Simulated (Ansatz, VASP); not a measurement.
**One calculation of SnSe2, two programs**

```
Sn Se
1.0
     3.81745    0.00000    0.00000
    -1.90872    3.30601    0.00000
     0.00000    0.00000    6.15468
Sn Se
1 2
Direct
  0.00000 0.00000 0.00000
  0.66667 0.33333 0.74217
  0.33333 0.66667 0.25783
```

Alike in both runs: functional PBEsol; k mesh 12 × 12 × 4; occupations gaussian, width 0.02 eV; no spin polarisation.

Ansatz relaxed the structure, and its values are those at the end. VASP's run is a single point on that final structure, the one shown.

|  | VASP | Ansatz |
| --- | --- | --- |
| version | VASP 6.6.1 | Ansatz 0.2.0 |
| potentials or method | VASP PAW PBE potentials, release 64 (Sn_d, Se) | scalar-relativistic, plane waves, PAW |
| plane-wave cutoff (eV) | 520 | 420 |
| valence electrons in the cell | 26 | 46 |

VASP gave:

```
gap on the k mesh at the Fermi level (eV) : 0.60
least direct gap on the mesh (eV)         : 0.99
pressure (GPa)                            : 0.1
rms of the force components (eV/Å)        : 0.010
```

Q: Estimate Ansatz's values.

A: gap on the k mesh at the Fermi level (eV): 0.60; least direct gap on the mesh (eV): 1.00; pressure (GPa): 0.0; rms of the force components (eV/Å): 0.001.

With one functional, cell and mesh, what is left measures potentials, basis and numerics. The two sets of potentials don't hold the same shells in valence.

Caveats: the PAW data sets were made with another functional, which shifts forces and pressure a little (VASP); spin-orbit coupling is left out, which moves the levels of the heavy elements; this functional lacks dispersion, which binds the layers, so the pressure and a relaxed spacing across them are unreliable. A k mesh can miss the band edges.
